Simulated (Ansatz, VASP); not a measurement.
This is a calculation of CuO for Ansatz 0.2.0.

The input input.yaml:

```yaml
crystal:
  lattice:
    - [3.3312928712, 0.0, 0.0]
    - [-1.6656464306, 2.8849842492, 0.0]
    - [0.0, 0.0, 5.4558885767]
  atoms:
    - { symbol: Cu, position: [0.6666666667, 0.3333333333, 0.0] }
    - { symbol: Cu, position: [0.3333333333, 0.6666666667, 0.5] }
    - { symbol: O, position: [0.6666666667, 0.3333333333, 0.6252] }
    - { symbol: O, position: [0.3333333333, 0.6666666667, 0.1252] }
hamiltonian:
  xc: pbesol
  pseudopotentials: { kind: paw }
kpoints:
  mp_grid: { grid: [9, 9, 5] }
scf:
  occupations: { method: fermi_dirac, width: 0.05 }
output:
  forces: true
  stress: true
  eigenvalues: true
```

Potentials or basis: Ansatz PAW.

The run is started by

```sh
$ ansatz run input.yaml --threads 2 --pin off --max-ram 5632MiB --backend cpu --events-out ev --progress --plain --runs-dir out
```

Problem. Translate it to VASP 6.6.1. Potentials there: VASP PAW PBE potentials, release 64 (Cu, O).

Solution. As run (the cutoff follows the program's own potentials):

The input INCAR:

```
ALGO = Normal ; EDIFF = 1E-7
ENCUT = 520 ; GGA = PS
ISIF = 2 ; ISMEAR = -1
LASPH = T ; LCHARG = F
LREAL = F ; LWAVE = F
NBANDS = 25 ; NELM = 100
PREC = Accurate ; SIGMA = 0.05
```

KPOINTS

```
k-points
0
Gamma
  9 9 5
```

The input POSCAR:

```
CuO
1.0
    3.3312928712      0.0000000000      0.0000000000
   -1.6656464306      2.8849842492      0.0000000000
    0.0000000000      0.0000000000      5.4558885767
Cu O
2 2
Direct
    0.6666666667      0.3333333333      0.0000000000
    0.3333333333      0.6666666667      0.5000000000
    0.6666666667      0.3333333333      0.6252000000
    0.3333333333      0.6666666667      0.1252000000
```

Potentials or basis: VASP PAW PBE potentials, release 64 (Cu, O).

Launch:

```console
$ cat potpaw_PBE.64/Cu/POTCAR potpaw_PBE.64/O/POTCAR > POTCAR
$ mpirun -np 1 vasp_std > vasp.out
```

Both were run:

|  | VASP | Ansatz | Ansatz less VASP |
| --- | --- | --- | --- |
| gap on the k mesh at the Fermi level (eV) | none | none | - |
| pressure (GPa) | -17.6 | -18.0 | -0.39 |
| largest component of the traceless stress (GPa) | 0.70 | 0.72 | +0.023 |
| rms of the force components (eV/Å) | 0.032 | 0.032 | +0.0008 |

Atom by atom the forces differ by 0.001 eV/Å (rms over components). A gap of «none» marks a metal or a gap that the smearing closes. The two sets of potentials don't hold the same shells in valence.

Caveats: the run has no spin polarisation, though such a crystal can be magnetic; semilocal functionals often make such compounds metallic where correlation or magnetic order opens a gap, which also shifts bond lengths; so large a pressure means that the cell lies far from this level's equilibrium, or that cutoff or potentials fall short (VASP); the potentials were made for another functional, which shifts forces and pressure (VASP); the pressure holds a Pulay correction of +0.6 GPa for the finite cutoff (Ansatz); the PAW data sets come from PBE, with cores solved anew for the run's functional, which leaves a small shift of forces and pressure (Ansatz).
